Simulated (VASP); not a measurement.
ZrN:

```
Zr N
1.0
     0.00000    2.30000    2.30000
     2.30000    0.00000    2.30000
     2.30000    2.30000    0.00000
Zr N
1 1
Direct
  0.50000 0.50000 0.50000
  0.00000 0.00000 0.00000
```

* Program: VASP 6.6.1
* Task: relaxation of cell and atoms
* Functional: PBEsol
* Potentials or basis: VASP PAW PBE potentials, release 64 (Zr_sv, N)
* Cutoff: 600 eV
* k mesh: 14 × 14 × 14
* Occupations: methfessel-paxton, width 0.1 eV
* Spin: no spin polarisation

At the start: pressure -7.6 GPa; volume 12.17 Å³/atom.

Question: How do energy, volume and symmetry change on relaxing?

Answer: Over 3 steps the energy falls by 8.9 meV/atom and the volume is 11.81 Å³/atom (-2.9 %); space group Fm-3m (No. 225, to 0.05 Å).

The path:
| step | energy change (eV) | largest force (eV/Å) | pressure (GPa) | volume (Å³) |
| --- | --- | --- | --- | --- |
| 1 | 0.0000 | 0.0000 | -7.61 | 24.33 |
| 2 | 0.0439 | 0.0000 | 16.55 | 22.36 |
| 3 | -0.0177 | 0.0000 | -0.13 | 23.62 |

Final structure:
```
CELL_PARAMETERS angstrom
0.00000 2.27731 2.27731
2.27731 0.00000 2.27731
2.27731 2.27731 0.00000
ATOMIC_POSITIONS crystal
Zr 0.50000 0.50000 0.50000
N 0.00000 0.00000 0.00000
```

Caveat: the PAW data sets were made with another functional, which shifts forces and pressure a little.
